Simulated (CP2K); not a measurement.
The system is Mg.

```
Mg
1.0
     3.20930    0.00000    0.00000
    -1.60465    2.77934    0.00000
     0.00000    0.00000    5.21030
Mg
2
Direct
  0.66667 0.33333 0.75000
  0.33333 0.66667 0.25000
```

Base run:

| Quantity | Value |
| --- | --- |
| Program | CP2K 2026.2 |
| Functional | LDA |
| Potentials or basis | POTENTIAL_UZH Mg GTH-PBE-q10; TZVP-MOLOPT-PBE-GTH basis |
| Density cutoff | 19048 eV |
| k mesh | 10 × 10 × 5 |
| Occupations | fermi-dirac, width 0.05 eV |
| Spin | no spin polarisation |

Its results: band gap on the k mesh none (metal or under the smearing width); pressure -1.3 GPa.

The run is repeated on the same cell with these changes: functional from LDA to HLE16. What comes out?

Band gap on the k mesh none (metal or under the smearing width); pressure -7.1 GPa.

Caveats: the potentials were made for another functional, which shifts forces and pressure; the basis of atomic orbitals isn't converged, which shifts pressures, moduli and gaps; the potentials were made for a functional far from this one (some runs).
